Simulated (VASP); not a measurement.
Input of a VASP 6.6.1 run:

INCAR

```
  PREC = Accurate
  ENCUT = 520
  EDIFF = 1E-7
  ISMEAR = 0
  SIGMA = 0.03
  LREAL = False
  LASPH = True
  NELM = 80
  ALGO = Normal
  ISIF = 2
  LWAVE = False
  LCHARG = False
  GGA = PE
  LOPTICS = True
  NBANDS = 86
  NEDOS = 1000
  CSHIFT = 0.1
  KPAR = 4
```

File KPOINTS:

```
regular mesh
0
Gamma
  12 12 2
```

File POSCAR:

```
GaSe                                    
1.0
    3.7709714895     -0.0000000000      0.0000000000
   -1.8854857447      3.2657571068     -0.0000000000
    0.0000000000      0.0000000000     15.9666906441
  Ga              Se            
     4     4
Direct
     0.3333333332999970    0.6666666667000030    0.1734622962948735
     0.6666666667000030    0.3333333332999970    0.6734622962948734
     0.3333333332999970    0.6666666667000030    0.3265377037051265
     0.6666666667000030    0.3333333332999970    0.8265377037051266
     0.3333333332999970    0.6666666667000030    0.5995067271578944
     0.6666666667000030    0.3333333332999970    0.0995067271578945
     0.3333333332999970    0.6666666667000030    0.9004932728421056
     0.6666666667000030    0.3333333332999970    0.4004932728421055
```

Potentials or basis: VASP PAW PBE potentials, release 64 (Ga_d, Se).

Run with:

```console
$ cat potpaw_PBE.64/Ga_d/POTCAR potpaw_PBE.64/Se/POTCAR > POTCAR
$ mpirun -np 4 vasp_std > vasp.out
```

Question: Predict the pressure.

Answer: 2.0 GPa.

Question: Predict the largest force.

Answer: 0.014 eV/Å.

Question: Predict the band gap on the k mesh.

Answer: 0.85 eV, direct.

Forces on the atoms (eV/Å):
```
Ga   0.000  0.000 -0.014
Ga   0.000  0.000 -0.014
Ga   0.000  0.000  0.014
Ga   0.000  0.000  0.014
Se   0.000  0.000  0.008
Se   0.000  0.000  0.008
Se   0.000  0.000 -0.008
Se   0.000  0.000 -0.008
```

Caveat: this functional lacks dispersion, which binds the layers, so the pressure and a relaxed spacing across them are unreliable. A k mesh can miss the band edges.
